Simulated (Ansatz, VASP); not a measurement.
## Si in VASP and in Ansatz

```
Si
1.0
     0.00000    2.70097    2.70097
     2.70097    0.00000    2.70097
     2.70097    2.70097    0.00000
Si
2
Direct
  0.75000 0.75000 0.75000
  0.50000 0.50000 0.50000
```

Alike in both runs: functional LDA; k mesh 12 × 12 × 12; occupations gaussian, width 0.02 eV; no spin polarisation.

Ansatz relaxed the structure, and its values are those at the end. VASP's run is a single point on that final structure, the one shown.

|  | VASP | Ansatz |
| --- | --- | --- |
| version | VASP 6.6.1 | Ansatz 0.2.0 |
| potentials or method | VASP PAW LDA potentials, release 64 (Si) | scalar-relativistic, plane waves, PAW |
| plane-wave cutoff (eV) | 520 | 420 |
| valence electrons in the cell | 8 | 8 |

```csv
,VASP,Ansatz,Ansatz less VASP
gap on the k mesh at the Fermi level (eV),0.44,0.44,+0.002
least direct gap on the mesh (eV),2.53,2.53,+0.002
pressure (GPa),0.0,0.0,-0.04
```
